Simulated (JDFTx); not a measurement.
Be2C, 3 atoms in the cell. Symmetry: Fm-3m, No. 225, cubic system. Conventional cell: a = 4.330 Å, b = 4.330 Å, c = 4.330 Å, α = 90.00°, β = 90.00°, γ = 90.00°. Around C (site symmetry m-3m) lie 8 Be at 1.87 Å. Be (site symmetry -43m) has 4 C at 1.87 Å as nearest neighbours. 

| Property | Result |
| --- | --- |
| Program | JDFTx 1.7.0 (patched build) |
| Task | single point |
| Functional | PBEsol |
| Potentials or basis | SG15-PBE-1.2 with smoothed tails |
| Cutoff | 1361 eV |
| Density cutoff | 10885 eV |
| k mesh | 11 × 11 × 11 |
| Occupations | fermi-dirac, width 0.05 eV |
| Spin | no spin polarisation |
| Local potential set to -Z/r beyond | 6 bohr |
| Bands | 11 |
| Density cutoff over wavefunction cutoff | 8 |
| Max SCF steps | 100 |
| SCF threshold on the energy | 1e-09 Ha |
| Solver of the electrons | scf |
| Further solve for the empty bands | yes |

Potentials or basis: SG15-PBE-1.2 with smoothed tails.

Run with:

```sh
$ jdftx -c 1 -i Be2C.in -o Be2C.out
```

Hardware: 1 thread of AMD EPYC 7R43 64-Core Processor (Zen 3), on a shared host.

How long does it take, and how much memory?

Run time: 85 s on 1 thread of AMD EPYC 7R43 64-Core Processor (Zen 3), with other jobs on the host, peak memory 0.1 GiB. Counts: scf iterations 13, bands 11, k points 56, plane waves 2313.
